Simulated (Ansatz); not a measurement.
# AlP: the cost of one run

Computed with Ansatz 0.2.0 (DFT LDA, scalar-relativistic, plane waves, PAW, unless a step's input says otherwise).

The COD entry's cell or inner coordinates are ideal or old and differ from later refinements, so a difference from it is no clean test against experiment.

1 further run of the same task is left out (set aside as unsound or not needed).

### 1 The starting structure

Symmetry: F-43m, No. 216, cubic system. The conventional cell has a = 5.434 Å, b = 5.434 Å, c = 5.434 Å, α = 90.00°, β = 90.00°, γ = 90.00°. Al (site symmetry -43m) has 4 P at 2.35 Å as nearest neighbours. P (site symmetry -43m) has 4 Al at 2.35 Å as nearest neighbours.

Coordinates:

```cif
data_structure
_symmetry_space_group_name_H-M 'F-43m'
_symmetry_Int_Tables_number 216
_cell_length_a 5.4340
_cell_length_b 5.4340
_cell_length_c 5.4340
_cell_angle_alpha 90.000
_cell_angle_beta 90.000
_cell_angle_gamma 90.000
_cell_volume 160.45
loop_
_atom_site_label
_atom_site_type_symbol
_atom_site_symmetry_multiplicity
_atom_site_Wyckoff_symbol
_atom_site_fract_x
_atom_site_fract_y
_atom_site_fract_z
_atom_site_occupancy
Al1 Al 4 a 0.00000 0.00000 0.00000 1
P1 P 4 d 0.25000 0.25000 0.75000 1
```

It is the result of an earlier relaxation at this level (volume 20.06 Å³/atom; gap on the mesh: 1.42 eV).

### 2 The bulk's band edges

The input, input.yaml:

```yaml
crystal:
  lattice:
    - [0.0, 2.7169780631, 2.7169780631]
    - [2.7169780631, 0.0, 2.7169780631]
    - [2.7169780631, 2.7169780631, 0.0]
  atoms:
    - { symbol: Al, position: [0.0, 0.0, 0.0] }
    - { symbol: P, position: [0.25, 0.25, 0.25] }
basis:
  ecutwfc: 420
kpoints:
  mp_grid: { grid: [8, 8, 8] }
  band_path: { path: [VBM, CBM], npoints: 2 }
hamiltonian:
  xc: lda
scf:
  occupations: { method: gaussian, width: 0.02 }
output:
  forces: true
  stress: true
  eigenvalues: true
```

Launch:

```bash
> ansatz run input.yaml --threads 1 --pin off --max-ram 2560MiB --backend cpu --events-out ev --progress --plain --runs-dir out
```

Q: Estimate wall time and peak memory on 1 thread of Arm Neoverse N1, shared host.

About 5.5 s, with a peak of 0.26 GiB.
